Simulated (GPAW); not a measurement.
# ZnSe (Stilleite) (F-43m) in GPAW: a series of runs

Runs on ZnSe (Stilleite). Level: GLLB-SC. Tasks: single point, dielectric tensor, optical spectrum, energy-loss spectrum, optical spectrum by the Bethe-Salpeter equation.

All numbers are computed with GPAW 26.7.0; they aren't measurements. Logs are shortened: lines on timing, memory, paths and dates and some standing lists are left out, and cuts for length are marked. The log counts tension as positive stress, the text compression.

**Measured values to compare with.**

A printed reference work, textbook reports, for a bulk crystal of ZnSe: high-frequency dielectric constant 5.9.

The runs below are set against these values where they give the same quantity.

**1. Starting point**

The structure is cubic, space group F-43m (No. 216). The conventional cell has a = 5.668 Å, b = 5.668 Å, c = 5.668 Å, α = 90.00°, β = 90.00°, γ = 90.00°. Se (site symmetry -43m) is surrounded by 4 Zn at 2.45 Å. Zn (site symmetry -43m) has 4 Se at 2.45 Å as nearest neighbours.

**2. Single point, GLLB-SC**

The input, run.py:

```python
from ase import Atoms
from ase.dft.bandgap import bandgap
from ase.io import write
from gpaw import GPAW, PW

atoms = Atoms(['Se', 'Zn'],
              cell=[[0.0, 2.8338, 2.8338],
                    [2.8338, 0.0, 2.8338],
                    [2.8338, 2.8338, 0.0]],
              scaled_positions=[[0.75, 0.75, 0.75],
                                [0.0, 0.0, 0.0]],
              pbc=True)

calc = GPAW(mode=PW(400),
            xc='GLLBSC',
            kpts={'size': (7, 7, 7), 'gamma': True},
            occupations={'name': 'fermi-dirac', 'width': 0.05},
            nbands=18,
            convergence={'density': 1e-05, 'energy': 1e-05},
            maxiter=80,
            txt='gpaw.txt')
atoms.calc = calc
energy = atoms.get_potential_energy()
calc.write('gs.gpw')
write('result.traj', atoms)
print('Fermi level:', round(calc.get_fermi_level(), 4), 'eV')
print(f'Gap: {bandgap(calc)[0]:.4f} eV, direct: {bandgap(calc, direct=True)[0]:.4f} eV')
```

Potentials or basis: the program's PAW data sets (release 1.2.1) made for this functional, pw.

Started as:

```sh
$ OMP_NUM_THREADS=1 python run.py
```

gpaw.txt:

```text
___ ___ ___ _ _ _
 |   |   |_  | | | |
 | | | | | . | | | |
 |__ |  _|___|_____|  26.7.0
 |___|_|

Input parameters:
  convergence: {density: 1e-05,
                energy: 1e-05}
  kpts: {gamma: True,
         size: (7, 7, 7)}
  maxiter: 80
  mode: {ecut: 400.0,
         name: pw}
  nbands: 18
  occupations: {name: fermi-dirac,
                width: 0.05}
  xc: GLLBSC

System changes: positions, numbers, cell, pbc, initial_charges, initial_magmoms

Initialize ...

species:
  Se:
    name:    Selenium
    Z:       34.0
    valence: 6
    core:    28
    charge:  0.0  # [|e|]
    compensation charges:
      type: gauss
      rc: 0.27  # [Å]
      lmax: 2
    cutoffs:
      filter: 1.77  # [Å]
      core: 2.61  # [Å]
    projectors
    | kind |    occ | energy [eV] | rcut [Å] |
    |------|--------|-------------|----------|
    |   4s |  2.000 |     -19.929 |    0.847 |
    |   4p |  4.000 |      -9.440 |    1.005 |
    |    s |        |       7.282 |    0.847 |
    |    p |        |      17.771 |    1.005 |
    |    d |        |       0.000 |    0.847 |

    Using partial waves for Se as LCAO basis

  Zn:
    name:    Zinc
    Z:       30.0
    valence: 12
    core:    18
    charge:  0.0  # [|e|]
    compensation charges:
      type: gauss
      rc: 0.37  # [Å]
      lmax: 2
    cutoffs:
      filter: 2.14  # [Å]
      core: 2.23  # [Å]
    projectors
    | kind |    occ | energy [eV] | rcut [Å] |
    |------|--------|-------------|----------|
    |   4s |  2.000 |      -8.797 |    1.286 |
    |   4p |  0.000 |      -3.452 |    1.270 |
    |   3d | 10.000 |     -13.837 |    1.180 |
    |    s |        |      18.415 |    1.286 |
    |    p |        |      23.759 |    1.270 |
    |    d |        |      13.374 |    1.180 |

    Using partial waves for Zn as LCAO basis

Reference energy: -114879.925546  # eV

Spin-paired calculation

Convergence criteria:
 Maximum [total energy] change in last 3 cyles: 1e-05 eV / valence electron
 Maximum integral of absolute [dens]ity change: 1e-05 electrons / valence electron
 Maximum integral of absolute [eigenst]ate change: 4e-08 eV^2 / valence electron
 Maximum number of scf [iter]ations: 80
 (Square brackets indicate name in SCF output, whereas a 'c' in
 the SCF output indicates the quantity has converged.)

Symmetries present (total): 24

  ( 1  0  0)  ( 1  0  0)  ( 1  0 -1)  ( 1  0 -1)  ( 1 -1  0)  ( 1 -1  0)
  ( 0  1  0)  ( 0  0  1)  ( 0  1 -1)  ( 0  0 -1)  ( 0 -1  1)  ( 0 -1  0)
  ( 0  0  1)  ( 0  1  0)  ( 0  0 -1)  ( 0  1 -1)  ( 0 -1  0)  ( 0 -1  1)

  ( 0  1  0)  ( 0  1  0)  ( 0  1 -1)  ( 0  1 -1)  ( 0  0  1)  ( 0  0  1)
  ( 1  0  0)  ( 0  0  1)  ( 1  0 -1)  ( 0  0 -1)  ( 1  0  0)  ( 0  1  0)
  ( 0  0  1)  ( 1  0  0)  ( 0  0 -1)  ( 1  0 -1)  ( 0  1  0)  ( 1  0  0)

  ( 0  0 -1)  ( 0  0 -1)  ( 0 -1  1)  ( 0 -1  1)  ( 0 -1  0)  ( 0 -1  0)
  ( 1  0 -1)  ( 0  1 -1)  ( 1 -1  0)  ( 0 -1  0)  ( 1 -1  0)  ( 0 -1  1)
  ( 0  1 -1)  ( 1  0 -1)  ( 0 -1  0)  ( 1 -1  0)  ( 0 -1  1)  ( 1 -1  0)

  (-1  1  0)  (-1  1  0)  (-1  0  1)  (-1  0  1)  (-1  0  0)  (-1  0  0)
  (-1  0  1)  (-1  0  0)  (-1  1  0)  (-1  0  0)  (-1  1  0)  (-1  0  1)
  (-1  0  0)  (-1  0  1)  (-1  0  0)  (-1  1  0)  (-1  0  1)  (-1  1  0)

343 k-points: 7 x 7 x 7 Monkhorst-Pack grid
20 k-points in the irreducible part of the Brillouin zone
       k-points in crystal coordinates                weights
   0:     0.00000000    0.00000000    0.00000000          1/343
   1:     0.14285714    0.14285714    0.00000000          6/343
   2:     0.14285714    0.14285714    0.14285714          8/343
   3:     0.28571429    0.14285714    0.14285714         12/343
   4:     0.28571429    0.28571429    0.00000000          6/343
   5:     0.28571429    0.28571429    0.14285714         24/343
   6:     0.28571429    0.28571429    0.28571429          8/343
   7:     0.42857143   -0.28571429   -0.28571429         12/343
   8:     0.42857143    0.28571429   -0.42857143         48/343
   9:     0.42857143    0.28571429   -0.28571429         24/343
          ...
  19:     0.42857143    0.42857143    0.42857143          8/343

Wave functions: Plane wave expansion
  Cutoff energy: 400.000 eV
  Number of coefficients (min, max): 810, 869
  Pulay-stress correction: 0.000000 eV/Ang^3 (de/decut=0.000000)
  Using FFTW library
  ScaLapack parameters: grid=1x1, blocksize=None
  Wavefunction extrapolation:
    Improved wavefunction reuse through dual PAW basis

Occupation numbers: Fermi-Dirac:
  width: 0.0500  # eV

Eigensolver
   Davidson(niter=2)

Densities:
  Coarse grid: 20*20*20 grid
  Fine grid: 40*40*40 grid
  Total Charge: 0.000000

Density mixing:
  Method: separate
  Backend: msr1
  Linear mixing parameter: 0.05
  old densities: 10
  Width of damping distribution: 1.1
  Damping of long wavelength oscillations: 20

Hamiltonian:
  XC and Coulomb potentials evaluated on a 40*40*40 grid
  Using the GLLBSC Exchange-Correlation functional
  External potential:
    NoExternalPotential

XC parameters: GLLBSC functional being used consists of
  -----------------------------------------------------------------------
  | Weight | Module     | Description                                   |
  -----------------------------------------------------------------------
  |  1.000 | SCREENING  | GGA_X_PBE_SOL with 2 nearest neighbor stencil |
  |  1.000 | RESPONSE   | eps=0.0500 eV                                 |
  |  1.000 | XC         | GGA_C_PBE_SOL with 2 nearest neighbor stencil |
  -----------------------------------------------------------------------

Number of atoms: 2
Number of atomic orbitals: 13
Number of bands in calculation: 18
Number of valence electrons: 18
Bands to converge: occupied

... initialized

Initializing position-dependent things.

Density initialized from atomic densities
Creating initial wave functions:
  13 bands from LCAO basis set
  5 bands from random numbers

                    Se

       Zn

Atomic positions and initial magnetic moments

Positions:
   0 Se     4.250700    4.250700    4.250700    ( 0.0000,  0.0000,  0.0000)
   1 Zn     0.000000    0.000000    0.000000    ( 0.0000,  0.0000,  0.0000)

Unit cell:
           periodic     x           y           z      points  spacing
  1. axis:    yes    0.000000    2.833800    2.833800    20     0.1636
  2. axis:    yes    2.833800    0.000000    2.833800    20     0.1636
  3. axis:    yes    2.833800    2.833800    0.000000    20     0.1636

  Lengths:   4.007598   4.007598   4.007598
  Angles:   60.000000  60.000000  60.000000

Effective grid spacing dv^(1/3) = 0.1785

iter:   1    -6.932658
iter:   2    -7.236804   -1.31  -1.28
iter:   3    -6.868915   -2.41  -1.15
iter:   4    -6.271900   -2.02  -1.38
iter:   5    -6.267422   -3.46  -1.48
iter:   6    -6.207871   -3.68  -1.62
iter:   7    -6.242231   -4.02  -1.63
iter:   8    -6.258260   -4.27  -1.70
iter:   9    -6.283806   -3.93  -1.80
iter:  10    -6.364809   -3.56  -1.83
iter:  11    -6.390664   -4.44  -2.23
iter:  12    -6.439908   -4.01  -2.44
iter:  13    -6.439353   -5.07  -3.10
iter:  14    -6.438759   -6.48  -3.45
iter:  15    -6.438388   -7.61c -4.22
iter:  16    -6.437889   -7.81c -4.55
iter:  17    -6.438168   -8.25c -4.47
iter:  18    -6.438129   -9.55c -5.01c
iter:  19    -6.438126c -10.91c -5.46c

Converged after 19 iterations.

Dipole moment: (3.541029, 3.541029, 3.541029) |e|*Ang

Energy contributions relative to reference atoms: (reference = -114879.925546)

Kinetic:        +55.022099
Potential:      -50.071644
External:        +0.000000
XC:             -11.708109
Entropy (-ST):   -0.000000
Local:           +0.319529
SIC:             +0.000000
--------------------------
Free energy:     -6.438126
Extrapolated:    -6.438126

GLLBSC response reference energy: 2.50866 eV (from HOMO)

Showing only first 2 kpts
 Kpt  Band  Eigenvalues  Occupancy
  0     7      2.50867    2.00000
  0     8      2.50867    2.00000
  0     9      4.13392    0.00000
  0    10      8.53527    0.00000

  1     7      1.99940    2.00000
  1     8      1.99940    2.00000
  1     9      5.71466    0.00000
  1    10      7.65704    0.00000

Fermi level: 3.35111

Gap: 1.625 eV
Transition (v -> c):
  (s=0, k=0, n=8, [0.00, 0.00, 0.00]) -> (s=0, k=0, n=9, [0.00, 0.00, 0.00])
No difference between direct/indirect transitions
Writing to gs.gpw (mode='')
```

stdout:

```text
Fermi level: 3.3511 eV
Gap: 1.6252 eV, direct: 1.6252 eV
```

Wall time 11 s (1 thread of Arm Neoverse V1, shared host); peak memory 0.14 GiB.

These settings aren't checked as converged: the numbers below hold their error.

What came out:

```
Band gap on the k mesh, Kohn-Sham part alone : 1.63 eV, direct
```

Caveat: a model potential gives levels but no total energy.

**3. Dielectric tensor, GLLB-SC**

The input, run.py:

```python
import numpy as np
from ase import Atoms
from ase.dft.bandgap import bandgap
from ase.io import write
from gpaw import GPAW, PW
from gpaw.response.df import DielectricFunction

atoms = Atoms(['Se', 'Zn'],
              cell=[[0.0, 2.8338, 2.8338],
                    [2.8338, 0.0, 2.8338],
                    [2.8338, 2.8338, 0.0]],
              scaled_positions=[[0.75, 0.75, 0.75],
                                [0.0, 0.0, 0.0]],
              pbc=True)

calc = GPAW(mode=PW(400),
            xc='GLLBSC',
            kpts={'size': (7, 7, 7), 'gamma': True},
            occupations={'name': 'fermi-dirac', 'width': 0.001},
            nbands=18,
            convergence={'density': 1e-06},
            maxiter=150,
            txt='gpaw.txt')
atoms.calc = calc
energy = atoms.get_potential_energy()
calc.write('gs.gpw')
write('result.traj', atoms)
print('Fermi level:', round(calc.get_fermi_level(), 4), 'eV')
print(f'Gap: {bandgap(calc)[0]:.4f} eV, direct: {bandgap(calc, direct=True)[0]:.4f} eV')

for size in [(14, 14, 14), (20, 20, 20)]:
    name = 'x'.join(str(n) for n in size)
    dense = calc.fixed_density(kpts={'size': size, 'gamma': True},
                               nbands=39, convergence={'bands': 33},
                               update_fermi_level=True, txt=f'dense-{name}.txt')
    dense.write(f'{name}.gpw', mode='all')
    df = DielectricFunction(f'{name}.gpw', frequencies=np.array([0.0]), hilbert=False, eta=0.001,
                            ecut=80, nbands=33, intraband=False, txt=f'df-{name}.txt')
    for xc in ['RPA', 'ALDA_X', 'LR0.2']:
        for direction in ['x', 'y', 'z', [0, 1, 1], [1, 0, 1], [1, 1, 0]]:
            e0, e = df.get_macroscopic_dielectric_constant(xc=xc, direction=direction)
            print(f'{name} {xc} {direction}: {e0:.4f} without, {e:.4f} with local fields')
```

Potentials or basis: the program's PAW data sets (release 1.2.1) made for this functional, pw.

Started as:

```sh
$ OMP_NUM_THREADS=1 python run.py
```

gpaw.txt:

```text
___ ___ ___ _ _ _
 |   |   |_  | | | |
 | | | | | . | | | |
 |__ |  _|___|_____|  26.7.0
 |___|_|

Input parameters:
  convergence: {density: 1e-06}
  kpts: {gamma: True,
         size: (7, 7, 7)}
  maxiter: 150
  mode: {ecut: 400.0,
         name: pw}
  nbands: 18
  occupations: {name: fermi-dirac,
                width: 0.001}
  xc: GLLBSC

System changes: positions, numbers, cell, pbc, initial_charges, initial_magmoms

Initialize ...

species:
  Se:
    name:    Selenium
    Z:       34.0
    valence: 6
    core:    28
    charge:  0.0  # [|e|]
    compensation charges:
      type: gauss
      rc: 0.27  # [Å]
      lmax: 2
    cutoffs:
      filter: 1.77  # [Å]
      core: 2.61  # [Å]
    projectors
    | kind |    occ | energy [eV] | rcut [Å] |
    |------|--------|-------------|----------|
    |   4s |  2.000 |     -19.929 |    0.847 |
    |   4p |  4.000 |      -9.440 |    1.005 |
    |    s |        |       7.282 |    0.847 |
    |    p |        |      17.771 |    1.005 |
    |    d |        |       0.000 |    0.847 |

    Using partial waves for Se as LCAO basis

  Zn:
    name:    Zinc
    Z:       30.0
    valence: 12
    core:    18
    charge:  0.0  # [|e|]
    compensation charges:
      type: gauss
      rc: 0.37  # [Å]
      lmax: 2
    cutoffs:
[... 99 lines left out ...]
  |  1.000 | RESPONSE   | eps=0.0500 eV                                 |
  |  1.000 | XC         | GGA_C_PBE_SOL with 2 nearest neighbor stencil |
  -----------------------------------------------------------------------

Number of atoms: 2
Number of atomic orbitals: 13
Number of bands in calculation: 18
Number of valence electrons: 18
Bands to converge: occupied

... initialized

Initializing position-dependent things.

Density initialized from atomic densities
Creating initial wave functions:
  13 bands from LCAO basis set
  5 bands from random numbers

                    Se

       Zn

Atomic positions and initial magnetic moments

Positions:
   0 Se     4.250700    4.250700    4.250700    ( 0.0000,  0.0000,  0.0000)
   1 Zn     0.000000    0.000000    0.000000    ( 0.0000,  0.0000,  0.0000)

Unit cell:
           periodic     x           y           z      points  spacing
  1. axis:    yes    0.000000    2.833800    2.833800    20     0.1636
  2. axis:    yes    2.833800    0.000000    2.833800    20     0.1636
  3. axis:    yes    2.833800    2.833800    0.000000    20     0.1636

  Lengths:   4.007598   4.007598   4.007598
  Angles:   60.000000  60.000000  60.000000

Effective grid spacing dv^(1/3) = 0.1785

iter:   1    -6.932658
iter:   2    -7.236804   -1.31  -1.28
iter:   3    -6.868915   -2.41  -1.15
iter:   4    -6.271900   -2.02  -1.38
iter:   5    -6.267422   -3.46  -1.48
iter:   6    -6.207871   -3.68  -1.62
iter:   7    -6.242231   -4.02  -1.63
iter:   8    -6.258260   -4.27  -1.70
iter:   9    -6.283806   -3.93  -1.80
iter:  10    -6.364809   -3.56  -1.83
iter:  11    -6.390664   -4.44  -2.23
iter:  12    -6.439908   -4.01  -2.44
iter:  13    -6.439353   -5.07  -3.10
iter:  14    -6.438759c  -6.48  -3.45
iter:  15    -6.438388c  -7.61c -4.22
iter:  16    -6.437889c  -7.81c -4.55
iter:  17    -6.438168c  -8.25c -4.47
iter:  18    -6.438129c  -9.55c -5.01
iter:  19    -6.438126c -10.91c -5.46
iter:  20    -6.438117c -10.27c -5.61
iter:  21    -6.438119c -12.02c -6.43c

Converged after 21 iterations.

Dipole moment: (3.541021, 3.541021, 3.541021) |e|*Ang

Energy contributions relative to reference atoms: (reference = -114879.925546)

Kinetic:        +55.022745
Potential:      -50.072294
External:        +0.000000
XC:             -11.708153
Entropy (-ST):   -0.000000
Local:           +0.319583
SIC:             +0.000000
--------------------------
Free energy:     -6.438119
Extrapolated:    -6.438119

GLLBSC response reference energy: 2.50869 eV (from HOMO)

Showing only first 2 kpts
 Kpt  Band  Eigenvalues  Occupancy
  0     7      2.50869    2.00000
  0     8      2.50869    2.00000
  0     9      4.13392    0.00000
  0    10      8.53527    0.00000

  1     7      1.99942    2.00000
  1     8      1.99942    2.00000
  1     9      5.71467    0.00000
  1    10      7.65704    0.00000

Fermi level: 2.99975

Gap: 1.625 eV
Transition (v -> c):
  (s=0, k=0, n=8, [0.00, 0.00, 0.00]) -> (s=0, k=0, n=9, [0.00, 0.00, 0.00])
No difference between direct/indirect transitions
Writing to gs.gpw (mode='')
```

stdout:

```text
Fermi level: 2.9997 eV
Gap: 1.6252 eV, direct: 1.6252 eV
14x14x14 RPA x: 6.9769 without, 6.1789 with local fields
14x14x14 RPA y: 6.9769 without, 6.1789 with local fields
14x14x14 RPA z: 6.9769 without, 6.1789 with local fields
14x14x14 RPA [0, 1, 1]: 6.9769 without, 6.1789 with local fields
14x14x14 RPA [1, 0, 1]: 6.9769 without, 6.1789 with local fields
[... 22 lines left out ...]
20x20x20 ALDA_X [0, 1, 1]: 6.9660 without, 6.4698 with local fields
20x20x20 ALDA_X [1, 0, 1]: 6.9660 without, 6.4698 with local fields
20x20x20 ALDA_X [1, 1, 0]: 6.9660 without, 6.4698 with local fields
20x20x20 LR0.2 x: 6.9660 without, 6.6406 with local fields
20x20x20 LR0.2 y: 6.9660 without, 6.6406 with local fields
20x20x20 LR0.2 z: 6.9660 without, 6.6406 with local fields
20x20x20 LR0.2 [0, 1, 1]: 6.9660 without, 6.6406 with local fields
20x20x20 LR0.2 [1, 0, 1]: 6.9660 without, 6.6406 with local fields
20x20x20 LR0.2 [1, 1, 0]: 6.9660 without, 6.6406 with local fields
```

df-14x14x14.txt:

```text
FrequencyGridDescriptor(from 0.000 to 0.000 eV, 1 points)
FrequencyGridDescriptor(from 0.000 to 0.000 eV, 1 points)

Calculating chi0 body with:
    Ground state adapter containing:
    Number of spins: 1
    Number of kpoints: 2744
    Number of irreducible kpoints: 104
    Number of completely occupied states: 9
    Number of partially occupied states: 9

[... 158 lines left out ...]
      (4,1)   0.00000000  0.00000000  yes
      (4,2)   0.00000000  0.00000000  yes
      (4,3)   0.00000000  0.00000000  yes
      (4,4)   0.00000089  0.00000001  yes
      In total: 0.9999995979084959 of the surface norm square is covered on average
      In total: 0.9999995979084959 of the surface norm square could be covered on average
[... 226 lines left out ...]
Finished calculating f(G)
Calculating LR kernel with alpha = 0.2
Calculating LR kernel with alpha = 0.2
Calculating LR kernel with alpha = 0.2
Calculating LR kernel with alpha = 0.2
Calculating LR kernel with alpha = 0.2
Calculating LR kernel with alpha = 0.2
```

Run time: 5.2 min. Hardware: 1 thread of Arm Neoverse V1, shared host; peak memory 0.96 GiB.

What came out:

```
Band gap on the k mesh, Kohn-Sham part alone : 1.63 eV, direct
Electronic dielectric tensor (diagonal)      : 6.17
```

Electronic dielectric tensor:
```
6.17 0.00 0.00
0.00 6.17 0.00
0.00 0.00 6.17
```

Caveat: a model potential gives levels but no total energy; the long-wavelength limit can be off by several per cent where d states take part; response on these states lacks terms of the Hamiltonian.

(Continued in part 2 of 3.)
